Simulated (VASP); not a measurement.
Wanted: the native input for a VASP 6.6.1 run.

```
Task                               : single point
Functional                         : HSE(alpha, omega)
Potentials or basis                : VASP PAW PBE potentials, release 64 (Si, Ge_d)
Cutoff                             : 520 eV
k mesh                             : 6 × 6 × 2
Occupations                        : fermi-dirac, width 0.05 eV
Spin                               : no spin polarisation
Screening parameter                : 0.1
Grid for exact exchange (PRECFOCK) : Fast
Further INCAR settings             : ALGO = Normal; EDIFF = 1e-07
```

Crystal: Si3Ge.

```xyz
4
Lattice="2.7150 0.0000 0.0000 -1.3575 2.3513 0.0000 0.0000 0.0000 10.1106" Properties=species:S:1:pos:R:3 pbc="T T T"
Si    0.0000    0.0000    5.0553
Si    0.0000    0.0000    7.5178
Si    0.0000    0.0000    2.5928
Ge    0.0000    0.0000    0.0000
```

The cell was built by a generator and needn't be a form met in nature.

These files were run (other wordings do the same):

POSCAR

```
Si3Ge
1.0
    2.7150000000      0.0000000000      0.0000000000
   -1.3575000000      2.3512600000      0.0000000000
    0.0000000000      0.0000000000     10.1106100000
Si Ge
3 1
Direct
    0.0000000000      0.0000000000      0.5000000000
    0.0000000000      0.0000000000      0.7435600000
    0.0000000000      0.0000000000      0.2564400000
    0.0000000000      0.0000000000      0.0000000000
```

INCAR.step1

```
ALGO = Normal
EDIFF = 1E-5
ENCUT = 520
GGA = PE
ISIF = 2
ISMEAR = -1
LASPH = True
LCHARG = False
LREAL = False
LWAVE = True
NELM = 80
PREC = Accurate
SIGMA = 0.05
```

INCAR.step2

```
AEXX = 0.25
ALGO = Normal
EDIFF = 1E-7
ENCUT = 520
GGA = PE
HFSCREEN = 0.1
ISIF = 2
ISMEAR = -1
ISTART = 1
LASPH = True
LCHARG = False
LHFCALC = True
LREAL = False
LWAVE = False
NELM = 80
PREC = Accurate
PRECFOCK = Fast
SIGMA = 0.05
```

KPOINTS

```
k-points
0
Gamma
  6 6 2
```

Potentials or basis: VASP PAW PBE potentials, release 64 (Si, Ge_d).

The run is started by

```console
$ cat potpaw_PBE.64/Si/POTCAR potpaw_PBE.64/Ge_d/POTCAR > POTCAR
$ cp INCAR.step1 INCAR
$ mpirun -np 1 vasp_std > vasp.out
$ cp INCAR.step2 INCAR
$ mpirun -np 1 vasp_std > vasp.out
```

It gave:

```yaml
Pressure: -3.6 GPa
Largest_force: 0.127 eV/Å
```

Caveat: the k mesh is coarse (spacing up to 0.45 Å⁻¹), so the values aren't converged, least of all with exact exchange; the PAW data sets were made with another functional, which shifts forces and pressure a little.

It took 30 min on 1 thread of Intel(R) Xeon(R) Platinum 8488C (Sapphire Rapids), with other jobs on the host, peak memory 0.28 GiB.
